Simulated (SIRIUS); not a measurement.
Input of a SIRIUS 7.12.0 run:

The input sirius.json:

```json
{
  "control": {
    "processing_unit": "cpu",
    "verbosity": 2,
    "num_bands_to_print": 14,
    "print_forces": true,
    "print_stress": true
  },
  "parameters": {
    "electronic_structure_method": "pseudopotential",
    "xc_functionals": ["XC_GGA_X_B88", "XC_GGA_C_P86"],
    "gk_cutoff": 8.7,
    "pw_cutoff": 17.4,
    "ngridk": [12, 12, 12],
    "shiftk": [0, 0, 0],
    "smearing": "fermi_dirac",
    "smearing_width": 0.0018374661,
    "num_bands": 14,
    "num_mag_dims": 0,
    "num_dft_iter": 100,
    "energy_tol": 1e-08,
    "density_tol": 1e-06
  },
  "iterative_solver": {
    "type": "davidson",
    "min_tolerance": 1e-10
  },
  "mixer": {
    "type": "anderson",
    "beta": 0.7,
    "max_history": 8
  },
  "settings": {
    "tol_ne": 1e-10,
    "pseudo_grid_cutoff": 6.5
  },
  "unit_cell": {
    "lattice_vectors": [
      [-2.990198684671, 2.990198684671, 2.990198684671],
      [2.990198684671, -2.990198684671, 2.990198684671],
      [2.990198684671, 2.990198684671, -2.990198684671]
    ],
    "atom_coordinate_units": "lattice",
    "atom_types": ["W"],
    "atom_files": {
      "W": "W.json"
    },
    "atoms": {
      "W": [
        [0.0, 0.0, 0.0]
      ]
    }
  }
}
```

Potentials or basis: PseudoDojo 0.4.1 PBE standard (scalar relativistic).

Launch:

```sh
$ upf_to_json W.upf
$ OMP_NUM_THREADS=1 sirius.scf --input=sirius.json --output=out.json --task=0
```

(1) Predict the pressure.

(2) What does it give for the band gap on the k mesh?

Results:

(1) 6.4 GPa.

(2) none (metal or under the smearing width).

Caveat: the potentials were made for another functional, which shifts forces and pressure.
